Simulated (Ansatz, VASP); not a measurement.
## Pt: VASP beside Ansatz

INCAR

```
SYSTEM = Pt
ALGO = Normal
EDIFF = 1E-7
ENCUT = 520
GGA = PE
ISIF = 2
ISMEAR = -1
LASPH = .TRUE.
LCHARG = .FALSE.
LREAL = .FALSE.
LWAVE = .FALSE.
NBANDS = 17
NELM = 60
PREC = Accurate
SIGMA = 0.05
```

The input KPOINTS:

```
k-points
0
G
  11 11 6
  0 0 0
```

Contents of POSCAR:

```
Pt
1.0
    2.7606656158      0.0000000000      0.0000000000
   -1.3803328079      2.3908065546      0.0000000000
    0.0000000000      0.0000000000      4.7921340000
Pt
2
Direct
    0.3333333333      0.6666666667      0.2500000000
    0.6666666667      0.3333333333      0.7500000000
```

File input.yaml:

```yaml
crystal:
  lattice:
    - [2.7606656158, 0.0, 0.0]
    - [-1.3803328079, 2.3908065546, 0.0]
    - [0.0, 0.0, 4.792134]
  atoms:
    - { symbol: Pt, position: [0.3333333333, 0.6666666667, 0.25] }
    - { symbol: Pt, position: [0.6666666667, 0.3333333333, 0.75] }
kpoints:
  mp_grid: { grid: [11, 11, 6] }
  band_path:
    path:
      - [0.0, 0.0, 0.0]
      - [0.5, 0.0, 0.0]
      - [0.3333333333, 0.3333333333, 0.0]
      - [0.0, 0.0, 0.0]
      - [0.0, 0.0, 0.5]
      - [0.5, 0.0, 0.5]
      - [0.3333333333, 0.3333333333, 0.5]
      - [0.0, 0.0, 0.5]
    npoints: 10
scf:
  occupations: { method: fermi_dirac, width: 0.05 }
hamiltonian:
  xc: pbe
  pseudopotentials: { kind: all_electron, lapw: { basis_error: 0.001 } }
output:
  forces: true
  stress: true
  eigenvalues: true
```

Alike in both runs: functional PBE; k mesh 11 × 11 × 6; occupations fermi-dirac, width 0.05 eV; no spin polarisation.

|  | VASP | Ansatz |
| --- | --- | --- |
| version | VASP 6.6.1 | Ansatz 0.2.0 |
| potentials or method | VASP PAW PBE potentials, release 64 (Pt) | all-electron LAPW, scalar-relativistic |
| plane-wave cutoff (eV) | 520 | see its input |
| task | single point | band structure |

```csv
,VASP,Ansatz,Ansatz less VASP
gap on the k mesh at the Fermi level (eV),none,none,-
pressure (GPa),-1.1,-0.6,+0.42
largest component of the traceless stress (GPa),1.13,1.04,-0.097
```

A gap of «none» marks a metal or a gap that the smearing closes. Ansatz ran all-electron here, so the differences hold the error of VASP's frozen core and of both bases.

Caveats: spin-orbit coupling is left out, which moves the levels of the heavy elements (Ansatz). The runs have no spin-orbit coupling, so splittings on Pt are missing.
